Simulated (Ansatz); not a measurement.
# 4 guesses for Ga3S2 and where they end

Level of theory: Ansatz 0.2.0, DFT PBE, scalar-relativistic, plane waves, PAW. All cells share a 420 eV cutoff and Γ-centred k meshes spaced at most about 0.3 Å⁻¹ (about 0.25 or finer for metals, 2π included). No spin polarisation in the final relaxations.

Each guess was relaxed in cell and atoms at zero pressure, within the symmetry of its start. All energies are static (0 K, no zero-point motion). Coordination counts S atoms around Ga (those within 1.25 times the shortest such distance or 1.15 times the sum of covalent radii, 1.27 where that leaves under three; a plus sign parts nearer from farther groups; the shortest distance is added where it exceeds 1.18 times the sum of covalent radii; a slash parts the counts of unlike sites).

```csv
guess,made from,start group,V start (Å³/atom),end group,V end (Å³/atom),coordination at the end,gap on mesh (eV),E over the lowest end (meV/atom)
1,random cell,P6/mmm,23.9,P6/mmm,20.3,Ga 2/12 from 3.7 Å,0,250
2,random cell,Pm-3m,22.4,?,?,?,?,?
3,random cell,I4/mmm,15.5,I4/mmm,20.2,Ga 2/4+4 from 2.9 Å,0,70
4,Co3Ge2 type,P-6m2,18.8,P-6m2,22.0,Ga 3/3+3 from 2.9 Å,0,0
```

Guess 2 as it starts:

```cif
data_structure
_symmetry_space_group_name_H-M 'Pm-3m'
_symmetry_Int_Tables_number 221
_cell_length_a 4.8232
_cell_length_b 4.8232
_cell_length_c 4.8232
_cell_angle_alpha 90.000
_cell_angle_beta 90.000
_cell_angle_gamma 90.000
_cell_volume 112.20
loop_
_atom_site_label
_atom_site_type_symbol
_atom_site_symmetry_multiplicity
_atom_site_Wyckoff_symbol
_atom_site_fract_x
_atom_site_fract_y
_atom_site_fract_z
_atom_site_occupancy
Ga1 Ga 3 c 0.00000 0.50000 0.50000 1
S1 S 1 b 0.50000 0.50000 0.50000 1
S2 S 1 a 0.00000 0.00000 0.00000 1
```

**Question.** Predict the end of this guess and its energy over the lowest end.

**Answer.** It ends in space group Pm-3m (No. 221), with a = 5.034 Å, 25.5 Å³/atom and no gap. It lies 0.37 eV/atom over the lowest end, above guess 1 and so the highest of the set. Counting S atoms around Ga, this end has Ga 2 and the lowest (guess 4) has Ga 3/3+3 from 2.9 Å.

Space group Pm-3m (No. 221). a = 5.034 Å, b = 5.034 Å, c = 5.034 Å, α = 90.00°, β = 90.00°, γ = 90.00°
| atom | site | symmetry | x | y | z |
| --- | --- | --- | --- | --- | --- |
| Ga | 3c | 4/mm.m | 0.0000 | 0.5000 | 0.5000 |
| S | 1b | m-3m | 0.5000 | 0.5000 | 0.5000 |
| S | 1a | m-3m | 0.0000 | 0.0000 | 0.0000 |

Energies over the elements count from the elements' standard structures at the same level, with no fitted energy shifts.

**Question.** Is the lowest end bound against the elements?

**Answer.** Yes: its formation energy is −0.07 eV/atom. It lies below the elements, which doesn't yet make it stable against other compounds or structures.

In P-6m2, I4/mmm, P6/mmm, Pm-3m an odd number of electrons in the primitive cell allows no gap without spin; a larger cell or a magnetic state could open one. S stands nearly free of neighbours here, and without spin polarisation the energy of such atoms comes out too high. A magnetic state wasn't ruled out in cells without spin, among them Pm-3m. The reference form of S is held partly by dispersion forces, which this level lacks. Cells relaxed within their symmetry can be saddle points. A lower structure may well exist outside this small set. Some structure types and database cells were kept out of the candidates from the start, so a known form may be missing.

The energies broadly follow how well gallium and sulfur manage to bond. In the cubic end, an antiperovskite arrangement, one sulfur sits at the centre of a gallium octahedron, while the other occupies a large twelve-fold cage with contacts far too long for normal Ga–S bonds. Half the sulfur thus gains little from the electronegativity difference, and gallium is left with two opposite sulfur neighbours, a poor match for its usual directional s–p bonding. Guess 1 has a related fault, with some gallium stranded from sulfur. The two lower ends avoid such extreme isolation, though their contacts from 2.9 Å are still weak. Density doesn't explain the order, since the lowest end is less dense than guesses 1 and 3.

The slight binding against the elements is small for a gallium sulfide. Layered GaS, where Ga–Ga pairs take up the electrons not used in bonding to sulfur, is a well-known and strongly bound competitor, so even the lowest end would probably separate into GaS and gallium. The metallic ends therefore don't support a new gallium-rich sulfide.
